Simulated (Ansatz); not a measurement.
The system is AlAu2.

```
CELL_PARAMETERS angstrom
-1.67151 1.67151 4.39908
1.67151 -1.67151 4.39908
1.67151 1.67151 -4.39908
ATOMIC_POSITIONS crystal
Au 0.34373 0.34373 0.00000
Au 0.65627 0.65627 0.00000
Al 0.00000 0.00000 0.00000
```

The cell comes from a database or a generator and needn't be the stable form of this composition.

```yaml
Program: Ansatz 0.2.0
Task: relaxation of cell and atoms
Functional: PBEsol
Dispersion: D3(BJ)-ATM
Potentials_or_basis: Ansatz PAW
Cutoff: "420 eV (not typed: the program's choice for these potentials)"
k_mesh: 11 × 11 × 11
Occupations: fermi-dirac, width 0.05 eV
Spin: no spin polarisation
```

At the start: volume 16.39 Å³/atom.

How do energy, volume and symmetry change on relaxing?

It ends after 6 steps and the volume is 15.72 Å³/atom (-4.1 %); space group I4/mmm (No. 139, to 0.05 Å).

The path:
| step | energy change (eV) | largest force (eV/Å) | volume (Å³) |
| --- | --- | --- | --- |
| 1 | 0.0000 | 0.0553 | 49.16 |
| 2 | -0.0406 | 0.0355 | 47.50 |
| 3 | -0.0420 | 0.0225 | 47.15 |
| 4 | -0.0422 | 0.0003 | 47.17 |
| 5 | -0.0422 | 0.0064 | 47.16 |
| 6 | -0.0416 | 0.0067 | 47.16 |

Final structure:
```xyz
3
Lattice="-1.6448 1.6448 4.3578 1.6448 -1.6448 4.3578 1.6448 1.6448 -4.3578" Properties=species:S:1:pos:R:3 pbc="T T T"
Au    0.0000    0.0000    2.9922
Au    0.0000    0.0000    5.7234
Al    0.0000    0.0000    0.0000
```

Caveat: the plane-wave basis is chosen anew once the cell has moved, so the energies of steps on either side of that aren't comparable; pairwise dispersion overbinds metals, which lowers pressure and volume; the PAW data sets come from PBE, with cores solved anew for the run's functional, which leaves a small shift of forces and pressure.
